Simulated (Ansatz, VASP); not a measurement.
# BN: VASP beside Ansatz

```
B N
1.0
     0.00000    1.80285    1.80285
     1.80285    0.00000    1.80285
     1.80285    1.80285    0.00000
B N
1 1
Direct
  0.00000 0.00000 0.00000
  0.75000 0.75000 0.75000
```

Alike in both runs: functional PBEsol; k mesh 12 × 12 × 12; no spin polarisation.

Ansatz relaxed the structure, and its values are those at the end. VASP's run is a single point on that final structure, the one shown.

|  | VASP | Ansatz |
| --- | --- | --- |
| version | VASP 6.6.1 | Ansatz 0.2.0 |
| potentials or method | VASP PAW PBE potentials, release 64 (B, N) | scalar-relativistic, plane waves, PAW |
| plane-wave cutoff (eV) | 520 | 420 |
| occupations | gaussian, width 0.01 eV | fixed |
| valence electrons in the cell | 8 | 8 |

|  | VASP | Ansatz | Ansatz less VASP |
| --- | --- | --- | --- |
| gap on the k mesh at the Fermi level (eV) | 4.28 | 4.30 | +0.013 |
| least direct gap on the mesh (eV) | 8.80 | 8.81 | +0.009 |
| pressure (GPa) | 0.6 | 0.0 | -0.63 |

Caveats: the PAW data sets were made with another functional, which shifts forces and pressure a little (VASP). A k mesh can miss the band edges.
